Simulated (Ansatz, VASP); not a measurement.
# C in VASP and in Ansatz

Contents of INCAR:

```
SYSTEM = C
  ALGO = Normal
  EDIFF = 1E-6
  ENCUT = 520
  GGA = PE
  ISIF = 2
  ISMEAR = 0
  LASPH = .TRUE.
  LCHARG = .FALSE.
  LREAL = .FALSE.
  LWAVE = .FALSE.
  NBANDS = 11
  NELM = 60
  PREC = Accurate
  SIGMA = 0.05
```

The input KPOINTS:

```
k-points
0
G
  12 12 12
  0 0 0
```

The input POSCAR:

```
C
1.0
    0.0000000000      2.0045235148      1.4171981250
    2.0045235148      0.0000000000      1.4171981250
    2.0045235148      2.0045235148      0.0000000000
C
2
Direct
    0.5000000000      0.5000000000      0.5000000000
    0.7500000000      0.7500000000      0.7500000000
```

Input for Ansatz:

```yaml
crystal:
  lattice:
    - [0.0, 2.0045235148, 1.417198125]
    - [2.0045235148, 0.0, 1.417198125]
    - [2.0045235148, 2.0045235148, 0.0]
  atoms:
    - { symbol: C, position: [0.5, 0.5, 0.5] }
    - { symbol: C, position: [0.75, 0.75, 0.75] }
basis:
  ecutwfc: 420
kpoints:
  mp_grid: { grid: [12, 12, 12] }
hamiltonian:
  xc: pbe
scf:
  occupations: { method: gaussian, width: 0.05 }
output:
  forces: true
  stress: true
  eigenvalues: true
```

Alike in both runs: task single point; functional PBE; k mesh 12 × 12 × 12; occupations gaussian, width 0.05 eV; no spin polarisation.

|  | VASP | Ansatz |
| --- | --- | --- |
| version | VASP 6.6.1 | Ansatz 0.2.0 |
| potentials or method | VASP PAW PBE potentials, release 64 (C) | scalar-relativistic, plane waves, PAW |
| plane-wave cutoff (eV) | 520 | 420 |
| valence electrons in the cell | 8 | 8 |

```tsv
	VASP	Ansatz	Ansatz less VASP
gap on the k mesh at the Fermi level (eV)	none	none	-
pressure (GPa)	0.9	0.3	-0.53
largest component of the traceless stress (GPa)	121.97	122.17	+0.200
```

A gap of «none» marks a metal or a gap that the smearing closes.
